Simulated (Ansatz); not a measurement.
Here is an Ansatz 0.2.0 calculation.

The input input.yaml:

```yaml
crystal:
  lattice:
    - [0.0, 3.2326650028, 3.2326650028]
    - [3.2326650028, 0.0, 3.2326650028]
    - [3.2326650028, 3.2326650028, 0.0]
  atoms:
    - { symbol: Ba, position: [0.0, 0.0, 0.0] }
kpoints:
  mp_grid: { grid: [7, 7, 7] }
scf:
  occupations: { method: fermi_dirac, width: 0.05 }
hamiltonian:
  xc: pbesol
  pseudopotentials: { kind: all_electron, lapw: { basis_error: 0.001 } }
output:
  forces: true
  stress: true
relax:
  f_tol: 0.02
  max_steps: 60
  cell: {}
```

Potentials or basis: all-electron LAPW, scalar-relativistic.

Run with:

```bash
$ ansatz run input.yaml --threads 1 --pin off --max-ram 3072MiB --backend cpu --events-out ev --progress --plain --runs-dir out
```

Predict the relaxed volume.

59.62 Å³/atom.

Predict the space group after relaxing (to 0.05 Å).

Fm-3m (No. 225).

Final structure:
```yaml
crystal:
  lattice:
    - [0.00000, 3.10061, 3.10061]
    - [3.10061, 0.00000, 3.10061]
    - [3.10061, 3.10061, 0.00000]
  atoms:
    - { symbol: Ba, position: [0.00000, 0.00000, 0.00000] }
```

The run has no spin-orbit coupling, so splittings on Ba are missing.
